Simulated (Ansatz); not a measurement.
System: KBr (rock salt type), 2 atoms in the cell.

```
K Br
1.0
     0.00000    3.35000    3.35000
     3.35000    0.00000    3.35000
     3.35000    3.35000    0.00000
K Br
1 1
Direct
  0.00000 0.00000 0.00000
  0.50000 0.50000 0.50000
```

The calculation used HSE06, plane waves, all-electron PAW datasets generated for the crystal, point nucleus in Ansatz.

Cutoff 220 eV; exchange singularity: regularized; k-mesh 6×6×6 Γ-centred; Fermi–Dirac smearing of 0.02 eV; no spin polarisation.

(1) How large is the gap on this mesh, is it direct, and where do the band edges lie (fractions of the reciprocal vectors of this cell)?

(2) List the levels near the gap at (0.000, 0.000, 0.000), (0.000, 0.167, 0.333), (0.000, 0.167, -0.333), (0.000, 0.167, -0.167), in eV from the top of the valence band (v1 is the highest filled band, c1 the lowest empty one).

Results:

(1) 5.47 eV, direct at (0.000, 0.000, 0.000).

(2) 
```csv
k,v4,v3,v2,v1,c1,c2
"(0.000, 0.000, 0.000)",-12.17,0.00,0.00,0.00,5.47,8.94
"(0.000, 0.167, 0.333)",-12.05,-0.76,-0.24,-0.20,7.22,8.12
"(0.000, 0.167, -0.333)",-11.99,-0.95,-0.37,-0.30,7.83,8.90
"(0.000, 0.167, -0.167)",-12.04,-0.66,-0.19,-0.19,6.91,8.50
```

Spin–orbit coupling is left out; with heavy elements it can shift the gap and split levels by tenths of an eV.
